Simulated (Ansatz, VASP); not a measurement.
**Ag in VASP and in Ansatz**

```xyz
4
Lattice="2.8769 0.0000 0.0000 -1.4384 2.4914 0.0000 0.0000 0.0000 9.3683" Properties=species:S:1:pos:R:3 pbc="T T T"
Ag    0.0000    1.6610    2.3421
Ag    1.4384    0.8305    7.0262
Ag    0.0000    0.0000    0.0000
Ag    0.0000    0.0000    4.6841
```

Alike in both runs: task relaxation of shape and atoms at fixed volume; functional PBE; k mesh 18 × 18 × 4; occupations gaussian, width 0.1 eV; no spin polarisation.

|  | VASP | Ansatz |
| --- | --- | --- |
| version | VASP 6.6.1 | Ansatz 0.2.0 |
| potentials or method | VASP PAW PBE potentials, release 64 (Ag) | scalar-relativistic, plane waves, PAW |
| plane-wave cutoff (eV) | 600 | 420 |
| valence electrons in the cell | 44 | 76 |

|  | VASP | Ansatz | Ansatz less VASP |
| --- | --- | --- | --- |
| gap on the k mesh at the Fermi level, each at its own relaxed structure (eV) | none | none | - |
| relaxed volume (Å³/atom) | 16.79 | 16.79 | 0.000 |
| relaxed cell length with the largest relative difference (Å) | 2.877 | 2.877 | 0.0000 |

A gap of «none» marks a metal or a gap that the smearing closes. The two sets of potentials don't hold the same shells in valence.

Caveats: the relaxation stopped at its first step, so nothing moved.
